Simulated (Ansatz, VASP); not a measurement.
Pd: VASP beside Ansatz

```xyz
2
Lattice="2.7090 -0.6200 0.2740 -1.9441 4.3543 0.6239 -0.4009 -0.5691 2.7044" Properties=species:S:1:pos:R:3 pbc="T T T"
Pd    1.0728    1.2117    0.8266
Pd   -0.0996    3.1044    2.4907
```

Alike in both runs: functional PBE; k mesh 6 × 6 × 6; occupations gaussian, width 0.1 eV; no spin polarisation.

Ansatz relaxed the structure, and its values are those at the end. VASP's run is a single point on that final structure, the one shown.

```csv
,VASP,Ansatz
version,VASP 6.6.1,Ansatz 0.2.0
potentials or method,"VASP PAW PBE potentials, release 64 (Pd)","scalar-relativistic, plane waves, PAW"
plane-wave cutoff (eV),520,420
valence electrons in the cell,20,36
```

Ansatz gave:

```
gap on the k mesh at the Fermi level (eV) : none
pressure (GPa)                            : 0.1
```

Problem. What did VASP give for the same quantities?

Solution. gap on the k mesh at the Fermi level (eV): none; pressure (GPa): -0.2.

A gap of «none» marks a metal or a gap that the smearing closes. The two sets of potentials don't hold the same shells in valence.

Caveats: the k mesh is coarse (spacing up to 0.46 Å⁻¹), so the values aren't converged.
